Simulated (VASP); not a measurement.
# NaI: Na into a neighbouring Na vacancy, part 5 of 5

How hard is this move in NaI: Na into a neighbouring Na vacancy? Both ends are relaxed first, then a band of images between them. The start is a cell from a database of measured crystal structures.

VASP 6.6.1; PBEsol; plane waves and PAW (I, Na).

So far. Step 3 (Relax the start): The run ended after 7 ionic steps, 0.140 eV below its first step, once the forces on the free atoms met EDIFFG = -0.05. Step 4 (Relax the end): The run ended after 7 ionic steps, 0.167 eV below its first step, once the forces on the free atoms met EDIFFG = -0.05.

## (5) Nudged elastic band (continued)

OUTCAR, selected parts (step 5):

```text
NELECT = 216

 ion  position               nearest neighbor table
   1  0.167  0.168  0.167-  39 3.16  31 3.17  37 3.18  30 3.19  36 3.20  28 3.43
   2  0.167  0.167  0.499-  40 3.19  31 3.19  37 3.19  32 3.19  38 3.20  29 3.20
   3  0.169  0.169  0.831-  41 3.11  32 3.15  38 3.15  36 3.16  30 3.16
   4  0.166  0.499  0.168-  39 3.18  40 3.18  31 3.20  33 3.20  42 3.20  34 3.22
   5  0.164  0.499  0.501-  40 3.19  35 3.19  41 3.20  43 3.21  34 3.22  32 3.22
   6  0.165  0.500  0.835-  39 3.19  41 3.19  35 3.20  33 3.21  44 3.21  30 3.23
   7  0.170  0.829  0.169-  28 2.55  43 3.09  42 3.13  34 3.14  36 3.15
   8  0.166  0.833  0.500-  35 3.17  37 3.18  44 3.18  43 3.19  29 3.21
   9  0.170  0.830  0.830-  44 3.12  42 3.15  38 3.16  33 3.16  29 3.17
  10  0.498  0.167  0.168-  40 3.19  39 3.19  37 3.20  45 3.20  48 3.21  46 3.21
  11  0.498  0.167  0.500-  40 3.18  47 3.19  41 3.20  49 3.20  38 3.22  46 3.23
  12  0.499  0.166  0.835-  39 3.19  47 3.20  50 3.20  41 3.21  45 3.22  36 3.23
  13  0.500  0.500  0.166-  40 3.19  51 3.19  49 3.21  43 3.21  48 3.22  42 3.22
  14  0.500  0.500  0.500-  44 3.21  50 3.22  52 3.22  49 3.23  41 3.23  43 3.23
  15  0.499  0.500  0.835-  53 3.19  39 3.20  44 3.21  50 3.22  42 3.22  48 3.23
  16  0.500  0.834  0.166-  51 3.19  37 3.19  52 3.20  43 3.21  45 3.22  36 3.22
  17  0.500  0.835  0.500-  53 3.19  37 3.19  52 3.21  44 3.21  38 3.22  46 3.22
  18  0.501  0.833  0.833-  51 3.19  47 3.19  53 3.19  38 3.20  42 3.20  36 3.21
  19  0.828  0.171  0.169-  28 2.54  49 3.09  48 3.13  46 3.14  30 3.15
  20  0.833  0.166  0.501-  50 3.18  47 3.18  31 3.18  49 3.19  29 3.21
  21  0.830  0.169  0.831-  50 3.11  45 3.15  32 3.15  48 3.15  29 3.17
  22  0.834  0.500  0.165-  51 3.19  31 3.20  52 3.20  49 3.21  33 3.21  30 3.22
  23  0.834  0.499  0.500-  53 3.19  31 3.19  52 3.21  50 3.21  32 3.22  34 3.23
  24  0.833  0.501  0.833-  53 3.18  51 3.19  35 3.20  32 3.20  48 3.21  30 3.22
  25  0.831  0.830  0.169-  52 3.11  33 3.15  45 3.15  34 3.16  46 3.17
  26  0.831  0.832  0.503-  53 3.16  35 3.18  47 3.18  46 3.19  34 3.19  28 3.43
  27  0.832  0.833  0.833-  51 3.18  35 3.19  47 3.19  45 3.20  33 3.20  29 3.21
  28  0.999  0.000  0.248-  19 2.54   7 2.55  26 3.43   1 3.43  46 4.00  34 4.00  30 4.00  36 4.01

  tangential force (eV/A)        -0.294607
  left and right image   1.283370  1.281671 A

  tangential force (eV/A)        -0.292226
  left and right image   1.286534  1.284751 A

 E-fermi :   1.4129

 k-point     1 :       0.0000    0.0000    0.0000
  band No.  band energies     occupation
    ...
    104       1.0810      2.00000
    105       1.1134      2.00000
    106       1.1538      2.00000
    107       1.1717      2.00000
    108       1.1768      2.00000
    109       4.7099      0.00000
    110       6.0215      0.00000
    111       6.0349      0.00000
    112       6.0641      0.00000
    113       6.0702      0.00000
    ...

 POSITION                                       TOTAL-FORCE (eV/Angst)
 -----------------------------------------------------------------------------------
      3.11979      3.11632      3.03464         0.009446      0.013265      0.036369
      6.37025      6.36932      3.20245        -0.001316     -0.004336     -0.003139
      9.61169      9.61001      3.20196        -0.005076     -0.005703      0.005470
      6.31253      3.19174      6.31388         0.003468      0.005371      0.016055
      9.57622      6.40069      6.33735        -0.004121     -0.013304      0.011178
     12.78421      9.56411      6.36286         0.008819     -0.019897     -0.017495
      9.23627      3.42137      9.57268         0.051221     -0.048421      0.002480
     12.74780      6.34439      9.56826        -0.005030     -0.026348      0.001877
     15.87691      9.55325      9.56667         0.009311     -0.007200     -0.002016
      3.19720      6.30544      6.31387         0.001932      0.002358      0.012037
      6.40098      9.57456      6.33469        -0.008825     -0.005516      0.015010
      9.57384     12.78176      6.36628        -0.024919      0.007517     -0.019611
      6.35969      6.36064      9.56981        -0.009696     -0.012414     -0.000248
      9.61317      9.61306      9.57387        -0.028097     -0.029097     -0.002272
     12.66623     12.65933      9.57145         0.023938      0.032056      0.002849
      9.57412      6.39996     12.80945        -0.002285     -0.014072     -0.015718
     12.78968      9.56538     12.76933         0.006807     -0.019306      0.018567
     15.88751     12.76878     12.83004         0.002847      0.000667     -0.015826
      3.41982      9.23603      9.57255        -0.045916      0.047709      0.003081
      6.34945     12.74682      9.57035        -0.026115     -0.004050      0.000522
      9.55468     15.87225      9.57024        -0.003843      0.008466      0.000963
      6.40064      9.57378     12.80944        -0.013603     -0.003667     -0.016087
      9.57116     12.78729     12.77493        -0.023910      0.007975      0.016833
     12.76941     15.88253     12.82775         0.001258      0.006383     -0.012315
[...]
-----------------------------------------------------------------------------------
    total drift:                               -0.013382      0.005631      0.017075

  FREE ENERGIE OF THE ION-ELECTRON SYSTEM (eV)
  ---------------------------------------------------
  free  energy   TOTEN  =      -145.9116862049 eV

  energy  without entropy=     -145.9116862049  energy(sigma->0) =     -145.91168620

  tangential force (eV/A)        -0.287387
  left and right image   1.295457  1.293247 A

[... 6 parts as in an earlier step ...]

[... 2 further parts left out ...]
```

Images along the path:

```tsv
image	path (A)	energy (eV)	Na28: x, y, z (Å)
0	0.000	0.0000	3.145, 12.706, 9.563
1	1.295	0.2410	2.441, 12.019, 9.570
2	2.589	0.5279	1.591, 11.167, 9.562
3	3.881	0.2404	0.745, 10.320, 9.569
4	5.176	0.0030	0.054, 9.623, 9.570
```

Numbers from this step:

```
electronic cycles                        : 165
path length                              : 5.176 Å
barrier                                  : 0.5279 eV
barrier in the reverse direction         : 0.5249 eV
barrier from a spline through the images : 0.5279 eV
reaction energy                          : 0.002983 eV
```

What the program prints for this run, and its count of cycles, belong to image 1; the force that counts for the threshold is the band's, across the path.

## (6) Results

```
hop                                      : Na into a neighbouring Na vacancy
barrier                                  : 0.528 eV
barrier in the reverse direction         : 0.525 eV
barrier from a spline through the images : 0.528 eV
reaction energy                          : 0.00298 eV
path length                              : 5.18 Å
```

The barrier is 0.53 eV forwards and 0.52 eV backwards. With an attempt frequency of 10¹³ per second, taken as a typical value, this barrier gives about 10^4 hops a second at 300 K. Both ends are alike and an image sits at the midpoint, which is the saddle if the path is symmetric. The band met its force threshold after 21 steps. Cell and mesh are small and were not tested. The band started on a straight line, so other routes may lie lower.

[Lines on the potential files, build, host, timing and source positions are cut from VASP's logs without a mark.]

[Logs are printed without paths, hosts, clocks, repeated set-up lines and the standing remarks that a program may print on its own settings, such as how far it seeks lower states.]

[Hosts, paths, dates, database ids (printed as entryN), source tags and the programs' standing remarks are cut or masked in the printed files.]

[Runs that stopped without an error message from VASP are left out.]
